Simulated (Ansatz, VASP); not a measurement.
## Cross-check of InGe2 between VASP and Ansatz

One calculation is typed for both programs; each brings its own data sets. How far apart do they land? The cell is generated by rule, not measured, and may not be a known phase. The cell is taken from a series of runs on this material, whose earlier steps may have relaxed, scaled, displaced or heated it; both programs get it as it stands.

Method: plane waves, with VASP 6.6.1 beside it; zone-centre phonons at PBE, in Ansatz 0.2.0.

The structure was built from a prototype and need not be the compound's stable phase.

**1. Set-up**

The structure is trigonal, space group P-3m1 (No. 164). Conventional cell: a = 4.008 Å, b = 4.008 Å, c = 5.133 Å, α = 90.00°, β = 90.00°, γ = 120.00°. Nearest to In lie 6 Ge at 3.08 Å. Ge has 3 Ge at 2.55 Å and 3 In at 3.08 Å nearest. Farther neighbours are not listed.

Coordinates:

```xyz
3
Lattice="4.0079 0.0000 0.0000 -2.0040 3.4710 0.0000 0.0000 0.0000 5.1331" Properties=species:S:1:pos:R:3 pbc="T T T"
In    0.0000    0.0000    0.0000
Ge    0.0000    2.3140    2.0277
Ge    2.0040    1.1570    3.1054
```

**2. VASP: zone-centre phonons, PBE**

Second derivatives magnify differences that forces hide, and they need a tight electronic threshold.

Lines of VASP's logs that name or quote its potential files are left out, and so is its time.

The input, INCAR:

```
SYSTEM = InGe2
PREC = Accurate
ENCUT = 500
EDIFF = 1E-08
NELM = 120
ISMEAR = 1
SIGMA = 0.2
LREAL = .FALSE.
ALGO = Normal
GGA = PE
NBANDS = 26
LORBIT = 11
LWAVE = .FALSE.
LCHARG = .FALSE.
ISIF = 2
IBRION = 8
LASPH = .TRUE.
GGA_COMPAT = .FALSE.
KPAR = 2
```

The input, POSCAR:

```
InGe2
1.0
    4.0079402553      0.0000000000      0.0000000000
   -2.0039701276      3.4709780780      0.0000000000
    0.0000000000      0.0000000000      5.1330865946
In Ge
1 2
Direct
    0.0000000000      0.0000000000      0.0000000000
    0.3333333333      0.6666666667      0.3950229421
    0.6666666667      0.3333333333      0.6049770579
```

The input, KPOINTS:

```
Automatic mesh
0
Gamma
12 12 8
0 0 0
```

The projector-augmented-wave data sets are In_d and Ge_d (PBE family, release 64).

The run is started by

```bash
$ mpirun -np 2 vasp_std
```

Numbers of over 12 decimals in the logs are rounded to 6 here.

The program printed:

```text
[banner, memory and clock lines left out]
running    2 mpi-ranks, on    1 nodes
 distrk:  each k-point on    1 cores,    2 groups
 distr:  one band on    1 cores,    1 groups

 POSCAR found type information on POSCAR InGe
 POSCAR found :  2 types and       3 ions
 LDA part: xc-table for (Slater+PW92), standard interpolation
 POSCAR, INCAR and KPOINTS ok, starting setup
 FFT: planning ... GRIDC
 FFT: planning ... GRID_SOFT
 FFT: planning ... GRID
 WAVECAR not read
 entering main loop
       N       E                     dE             d eps       ncg     rms          rms(c)
DAV:   1     0.325110668831E+03    0.32511E+03   -0.20311E+04  7310   0.359E+03
DAV:   2     0.370021081105E+02   -0.28811E+03   -0.28385E+03  6836   0.641E+02
DAV:   3    -0.940095535901E+01   -0.46403E+02   -0.45903E+02  7862   0.192E+02
DAV:   4    -0.113665447758E+02   -0.19656E+01   -0.19599E+01  7930   0.450E+01
DAV:   5    -0.114269734750E+02   -0.60429E-01   -0.60419E-01 10090   0.752E+00    0.323E+00
DAV:   6    -0.112420650733E+02    0.18491E+00   -0.43276E-01  8792   0.517E+00    0.181E+00
DAV:   7    -0.112171354343E+02    0.24930E-01   -0.18574E-01  9118   0.290E+00    0.483E-01
DAV:   8    -0.112170723687E+02    0.63066E-04   -0.23833E-02  7854   0.146E+00    0.199E-01
DAV:   9    -0.112170696153E+02    0.27534E-05   -0.15332E-03  8404   0.378E-01    0.119E-01
DAV:  10    -0.112171510826E+02   -0.81467E-04   -0.30436E-04  8278   0.158E-01    0.445E-02
DAV:  11    -0.112171586340E+02   -0.75513E-05   -0.79468E-05  8654   0.839E-02    0.812E-03
DAV:  12    -0.112171552414E+02    0.33926E-05   -0.22375E-05  8764   0.346E-02    0.368E-03
DAV:  13    -0.112171552965E+02   -0.55102E-07   -0.14594E-06  7740   0.978E-03    0.137E-03
DAV:  14    -0.112171553214E+02   -0.24895E-07   -0.60578E-08  8550   0.221E-03    0.349E-04
DAV:  15    -0.112171552940E+02    0.27469E-07   -0.18821E-08  5378   0.108E-03    0.299E-04
DAV:  16    -0.112171553009E+02   -0.69222E-08   -0.39072E-09  3920   0.656E-04
   1 F= -.11217155E+02 E0= -.11217095E+02  d E =-.181441E-03
 Linear response reoptimize wavefunctions to high precision
DAV:   1    -0.112171553035E+02   -0.26712E-08   -0.10499E-09  3978   0.380E-04
DAV:   2    -0.112171553036E+02   -0.21828E-10   -0.40927E-10  3826   0.225E-04
 Linear response DOF=           4
 Linear response progress:
  Degree of freedom:   1/  4
       N       E                     dE             d eps       ncg     rms          rms(c)
RMM:   1    -0.232958625548E+00   -0.23296E+00   -0.16816E-01 21725   0.283E+00
RMM:   2    -0.235143905968E+00   -0.21853E-02   -0.22527E-02 28875   0.749E-01    0.421E-02
RMM:   3    -0.235034213263E+00    0.10969E-03   -0.99983E-04 32297   0.181E-01    0.195E-02
RMM:   4    -0.234834149227E+00    0.20006E-03   -0.14369E-04 34800   0.699E-02    0.133E-02
RMM:   5    -0.234748618370E+00    0.85531E-04   -0.15085E-05 33585   0.226E-02    0.286E-03
RMM:   6    -0.234735767956E+00    0.12850E-04   -0.44003E-06 34907   0.991E-03    0.939E-04
RMM:   7    -0.234739860029E+00   -0.40921E-05   -0.20245E-06 34370   0.443E-03    0.194E-04
RMM:   8    -0.234738472559E+00    0.13875E-05   -0.88297E-07 34958   0.209E-03    0.290E-04
RMM:   9    -0.234738031496E+00    0.44106E-06   -0.41277E-07 35455   0.105E-03    0.176E-04
RMM:  10    -0.234737674176E+00    0.35732E-06    0.21902E-08 33577   0.562E-04    0.502E-05
RMM:  11    -0.234737801816E+00   -0.12764E-06    0.23268E-07 35980   0.324E-04    0.725E-05
RMM:  12    -0.234737806588E+00   -0.47719E-08    0.21537E-07 34575   0.203E-04    0.892E-05
RMM:  13    -0.234737731722E+00    0.74866E-07    0.27775E-07 32311   0.144E-04    0.540E-05
RMM:  14    -0.234737727134E+00    0.45877E-08    0.19584E-07 34112   0.108E-04    0.468E-05
RMM:  15    -0.234737716630E+00    0.10504E-07    0.17743E-07 27825   0.870E-05    0.487E-05
RMM:  16    -0.234737710381E+00    0.62491E-08    0.13386E-07 25886   0.753E-05    0.493E-05
 first order change of Fermi-energy   0.71974E-05
 force on displaced ion       1 direction 1 :  -0.620   0.000   0.000
 Linear response progress:
  Degree of freedom:   2/  4
       N       E                     dE             d eps       ncg     rms          rms(c)
RMM:   1    -0.241004143819E+00   -0.24100E+00   -0.16340E-01  9069   0.337E+00
RMM:   2    -0.242596753617E+00   -0.15926E-02   -0.19890E-02 11812   0.110E+00    0.666E-02
RMM:   3    -0.242675726607E+00   -0.78973E-04   -0.30927E-03 12072   0.404E-01    0.251E-02
RMM:   4    -0.242224891731E+00    0.45083E-03    0.84337E-04 12660   0.173E-01    0.170E-02
RMM:   5    -0.242230698926E+00   -0.58072E-05    0.12861E-04 12699   0.732E-02    0.779E-03
RMM:   6    -0.242209190922E+00    0.21508E-04    0.24922E-05 13372   0.344E-02    0.138E-03
RMM:   7    -0.242220950072E+00   -0.11759E-04    0.14260E-05 13086   0.158E-02    0.112E-03
RMM:   8    -0.242223171939E+00   -0.22219E-05    0.56014E-06 13090   0.719E-03    0.331E-04
RMM:   9    -0.242223854784E+00   -0.68285E-06    0.23305E-06 13641   0.319E-03    0.160E-04
RMM:  10    -0.242222988026E+00    0.86676E-06    0.58836E-07 13779   0.137E-03    0.427E-05
RMM:  11    -0.242223042742E+00   -0.54716E-07    0.29146E-07 14016   0.662E-04    0.527E-05
RMM:  12    -0.242223187221E+00   -0.14448E-06    0.51283E-08 13386   0.352E-04    0.276E-05
RMM:  13    -0.242223252687E+00   -0.65465E-07   -0.10615E-07 14247   0.195E-04    0.288E-05
RMM:  14    -0.242223288978E+00   -0.36291E-07   -0.10130E-07 13503   0.124E-04    0.131E-05
RMM:  15    -0.242223287318E+00    0.16598E-08   -0.71618E-08 14512   0.893E-05    0.635E-06
 first order change of Fermi-energy   0.34758E-04
 force on displaced ion       1 direction 3 :  -0.000  -0.000  -1.847
 Linear response progress:
  Degree of freedom:   3/  4
       N       E                     dE             d eps       ncg     rms          rms(c)
RMM:   1    -0.187257605550E+00   -0.18726E+00    0.72238E+00 35977   0.382E+01
RMM:   2    -0.194639553370E+00   -0.73819E-02   -0.13678E-02 55835   0.968E-01    0.642E-02
RMM:   3    -0.194840548924E+00   -0.20100E-03   -0.12984E-03 58593   0.327E-01    0.379E-02
RMM:   4    -0.194922884357E+00   -0.82335E-04   -0.12933E-04 60552   0.120E-01    0.456E-03
RMM:   5    -0.194934905940E+00   -0.12022E-04   -0.17852E-05 59727   0.504E-02    0.297E-03
RMM:   6    -0.194948865967E+00   -0.13960E-04   -0.55425E-06 64167   0.210E-02    0.176E-03
RMM:   7    -0.194958557584E+00   -0.96916E-05    0.37199E-06 62503   0.810E-03    0.675E-04
RMM:   8    -0.194962626792E+00   -0.40692E-05    0.20919E-06 64814   0.384E-03    0.324E-04
RMM:   9    -0.194965168567E+00   -0.25418E-05   -0.31544E-08 66153   0.185E-03    0.105E-04
RMM:  10    -0.194965681515E+00   -0.51295E-06   -0.89684E-08 67173   0.979E-04    0.626E-05
RMM:  11    -0.194966182098E+00   -0.50058E-06   -0.47826E-07 70112   0.534E-04    0.392E-05
RMM:  12    -0.194967137248E+00   -0.95515E-06   -0.29073E-07 65094   0.316E-04    0.443E-05
RMM:  13    -0.194966626801E+00    0.51045E-06   -0.21983E-07 61304   0.212E-04    0.112E-05
RMM:  14    -0.194966650556E+00   -0.23756E-07   -0.16560E-07 69594   0.135E-04    0.108E-05
RMM:  15    -0.194966694085E+00   -0.43528E-07   -0.96238E-08 70117   0.946E-05    0.742E-06
RMM:  16    -0.194966724551E+00   -0.30466E-07   -0.69148E-08 69271   0.734E-05    0.539E-06
RMM:  17    -0.194966816831E+00   -0.92280E-07   -0.46583E-08 64788   0.642E-05    0.355E-06
RMM:  18    -0.194966764184E+00    0.52647E-07   -0.10922E-08 61166   0.566E-05    0.208E-06
RMM:  19    -0.194966769509E+00   -0.53247E-08   -0.13788E-08 58985   0.510E-05    0.163E-06
 first order change of Fermi-energy  -0.60808E-05
 force on displaced ion       2 direction 1 :  -5.347  -0.001  -0.000
 Linear response progress:
  Degree of freedom:   4/  4
       N       E                     dE             d eps       ncg     rms          rms(c)
RMM:   1    -0.192804614427E+00   -0.19280E+00    0.76222E+00  8105   0.397E+01
RMM:   2    -0.200268229849E+00   -0.74636E-02   -0.15570E-02 12992   0.101E+00    0.589E-02
RMM:   3    -0.200373372677E+00   -0.10514E-03   -0.11585E-03 12434   0.311E-01    0.319E-02
RMM:   4    -0.200381352925E+00   -0.79802E-05   -0.18361E-04 12815   0.126E-01    0.109E-02
RMM:   5    -0.200398521094E+00   -0.17168E-04   -0.39113E-05 12150   0.563E-02    0.404E-03
RMM:   6    -0.200413872369E+00   -0.15351E-04   -0.86193E-06 14219   0.242E-02    0.238E-03
RMM:   7    -0.200430096769E+00   -0.16224E-04   -0.17436E-06 12023   0.960E-03    0.639E-04
RMM:   8    -0.200432441861E+00   -0.23451E-05   -0.40926E-07 14301   0.415E-03    0.470E-04
RMM:   9    -0.200435055295E+00   -0.26134E-05   -0.15603E-07 14185   0.190E-03    0.159E-04
RMM:  10    -0.200435850989E+00   -0.79569E-06   -0.58841E-08 14662   0.931E-04    0.480E-05
RMM:  11    -0.200436073702E+00   -0.22271E-06   -0.27282E-08 13953   0.484E-04    0.289E-05
RMM:  12    -0.200436215057E+00   -0.14136E-06   -0.51948E-09 15666   0.260E-04    0.251E-05
RMM:  13    -0.200436399163E+00   -0.18411E-06   -0.37146E-09 15094   0.147E-04    0.124E-05
RMM:  14    -0.200436537262E+00   -0.13810E-06   -0.10736E-10 14059   0.103E-04    0.287E-06
RMM:  15    -0.200436508438E+00    0.28824E-07   -0.20010E-09 15425   0.748E-05    0.226E-06
RMM:  16    -0.200436523890E+00   -0.15452E-07   -0.10804E-08 15213   0.611E-05    0.142E-06
RMM:  17    -0.200436515777E+00    0.81124E-08   -0.11802E-08 13787   0.543E-05    0.187E-06
 first order change of Fermi-energy   0.46441E+00
 force on displaced ion       2 direction 3 :  -0.000   0.000  -3.805
 Linear response finished
```

OUTCAR, selected parts (step 2):

```text
ion  position               nearest neighbor table
   1  0.000  0.000  0.000-   2 3.08   3 3.08   3 3.08   2 3.08   3 3.08   2 3.08
   2  0.333  0.667  0.395-   3 2.55   3 2.55   3 2.55   1 3.08   1 3.08   1 3.08
   3  0.667  0.333  0.605-   2 2.55   2 2.55   2 2.55   1 3.08   1 3.08   1 3.08

  LATTYP: Found a hexagonal cell.
 ALAT       =     4.0079402553
 C/A-ratio  =     1.2807293192

 Subroutine GETGRP returns: Found 12 space group operations
 (whereof 12 operations were pure point group operations)

The static configuration has the point symmetry D_3d.

 Found    131 irreducible k-points:

   k-points           NKPTS =    131   k-points in BZ     NKDIM =    131   number of bands    NBANDS=     26

   dimension x,y,z NGX =    30 NGY =   30 NGZ =   40
   dimension x,y,z NGXF=    60 NGYF=   60 NGZF=   80

   ENCUT  =  500.0 eV  36.75 Ry    6.06 a.u.   7.31  7.31  9.36*2*pi/ulx,y,z

   NELECT =      41.0000    total number of electrons

 k-points in reciprocal lattice and weights: Automatic mesh
   0.00000000  0.00000000  0.00000000       0.001
   0.08333333 -0.00000000  0.00000000       0.005
   0.16666667 -0.00000000  0.00000000       0.005
   0.25000000  0.00000000  0.00000000       0.005
   0.33333333 -0.00000000  0.00000000       0.005
   0.41666667 -0.00000000  0.00000000       0.005
   0.50000000  0.00000000  0.00000000       0.003
   0.08333333  0.08333333  0.00000000       0.005
   0.16666667  0.08333333  0.00000000       0.010
[...]
0.33333333  0.25000000  0.50000000       0.010
   0.33333333  0.33333333  0.50000000       0.002

 average (electrostatic) potential at core
       1 -95.5677       2 -73.3152       3 -73.3152

  Total       -0.0346663     -0.0346663     -0.0186500     -0.0000000     -0.0000000     -0.0000000
  in kB       -0.7777969     -0.7777969     -0.4184450     -0.0000000     -0.0000000     -0.0000000
  external PRESSURE =      -0.6580129 kB  Pullay stress =       0.0000000 kB

  energy-cutoff  :      500.00
  volume of cell :       71.41
      direct lattice vectors                 reciprocal lattice vectors
     4.007940255  0.000000000  0.000000000     0.249504717  0.144051616  0.000000000
    -2.003970128  3.470978078  0.000000000     0.000000000  0.288103231  0.000000000
     0.000000000  0.000000000  5.133086595     0.000000000  0.000000000  0.194814559

 POSITION                                       TOTAL-FORCE (eV/Angst)
 -----------------------------------------------------------------------------------
      0.00000      0.00000      0.00000        -0.000000      0.000000     -0.000000
     -0.00000      2.31399      2.02769        -0.000000      0.000000      0.004117
      2.00397      1.15699      3.10540         0.000000      0.000000     -0.004117
 -----------------------------------------------------------------------------------
    total drift:                                0.000000     -0.000000     -0.000000

 Eigenvectors and eigenvalues of the dynamical matrix
 ----------------------------------------------------

   1 f  =    5.908493 THz    37.124154 2PiTHz  197.086101 cm-1    24.435551 meV
             X         Y         Z           dx          dy          dz
      0.000000  0.000000  0.000000    -0.000000   -0.000000    0.000000
     -0.000000  2.313985  2.027687     0.240961    0.664784    0.000000
      2.003970  1.156993  3.105400    -0.240961   -0.664784   -0.000000

   2 f  =    5.908493 THz    37.124154 2PiTHz  197.086101 cm-1    24.435551 meV
             X         Y         Z           dx          dy          dz
      0.000000  0.000000  0.000000     0.000000   -0.000000    0.000000
     -0.000000  2.313985  2.027687    -0.664784    0.240961   -0.000000
      2.003970  1.156993  3.105400     0.664784   -0.240961   -0.000000

   3 f  =    4.749561 THz    29.842370 2PiTHz  158.428291 cm-1    19.642596 meV
             X         Y         Z           dx          dy          dz
      0.000000  0.000000  0.000000    -0.000000   -0.000000   -0.000000
     -0.000000  2.313985  2.027687     0.000000    0.000000   -0.707107
      2.003970  1.156993  3.105400    -0.000000   -0.000000    0.707107

   4 f  =    2.643087 THz    16.607002 2PiTHz   88.163876 cm-1    10.930923 meV
             X         Y         Z           dx          dy          dz
      0.000000  0.000000  0.000000    -0.000000    0.000000    0.750118
     -0.000000  2.313985  2.027687     0.000000   -0.000000   -0.467612
      2.003970  1.156993  3.105400     0.000000   -0.000000   -0.467612

   5 f  =    1.550582 THz     9.742593 2PiTHz   51.721845 cm-1     6.412689 meV
             X         Y         Z           dx          dy          dz
      0.000000  0.000000  0.000000     0.252446    0.696506    0.000000
     -0.000000  2.313985  2.027687    -0.161841   -0.446523    0.000000
      2.003970  1.156993  3.105400    -0.161841   -0.446523    0.000000

   6 f  =    1.550582 THz     9.742593 2PiTHz   51.721845 cm-1     6.412689 meV
             X         Y         Z           dx          dy          dz
      0.000000  0.000000  0.000000     0.696506   -0.252446   -0.000000
     -0.000000  2.313985  2.027687    -0.446523    0.161841   -0.000000
      2.003970  1.156993  3.105400    -0.446523    0.161841   -0.000000

   7 f/i=    0.011250 THz     0.070686 2PiTHz    0.375263 cm-1     0.046527 meV
             X         Y         Z           dx          dy          dz
      0.000000  0.000000  0.000000    -0.000000    0.000000   -0.661304
     -0.000000  2.313985  2.027687    -0.000000    0.000000   -0.530414
      2.003970  1.156993  3.105400    -0.000000    0.000000   -0.530414

   8 f/i=    0.014977 THz     0.094104 2PiTHz    0.499581 cm-1     0.061940 meV
             X         Y         Z           dx          dy          dz
      0.000000  0.000000  0.000000     0.490687   -0.458668   -0.000000
     -0.000000  2.313985  2.027687     0.382698   -0.357725   -0.000000
      2.003970  1.156993  3.105400     0.382698   -0.357725   -0.000000

   9 f/i=    0.014977 THz     0.094104 2PiTHz    0.499581 cm-1     0.061940 meV
             X         Y         Z           dx          dy          dz
      0.000000  0.000000  0.000000    -0.458668   -0.490687   -0.000000
     -0.000000  2.313985  2.027687    -0.357725   -0.382698   -0.000000
      2.003970  1.156993  3.105400    -0.357725   -0.382698   -0.000000

 ELASTIC MODULI CONTR FROM IONIC RELAXATION (kBar)
 Direction    XX          YY          ZZ          XY          YZ          ZX
 --------------------------------------------------------------------------------
 XX        -151.2094    -12.7724    -99.6716     -0.0000     93.9373      0.0000
 YY         -12.7724   -151.2094    -99.6716     -0.0000    -93.9373     -0.0000
 ZZ         -99.6716    -99.6716   -121.1650     -0.0000      0.0000      0.0000
 XY          -0.0000     -0.0000     -0.0000    -69.2185     -0.0000    100.6782
 YZ          93.9373    -93.9373      0.0000     -0.0000   -127.4834     -0.0000
 ZX           0.0000     -0.0000      0.0000    100.6782     -0.0000   -146.4363
 --------------------------------------------------------------------------------
```

(Continued in part 2 of 2.)

[Lines on the potential files, build, host, timing and source positions are cut from VASP's logs without a mark.]

[Logs are printed without paths, hosts, clocks, repeated set-up lines and the standing remarks that a program may print on its own settings, such as how far it seeks lower states.]

[Hosts, paths, dates, database ids (printed as entryN), source tags and the programs' standing remarks are cut or masked in the printed files.]
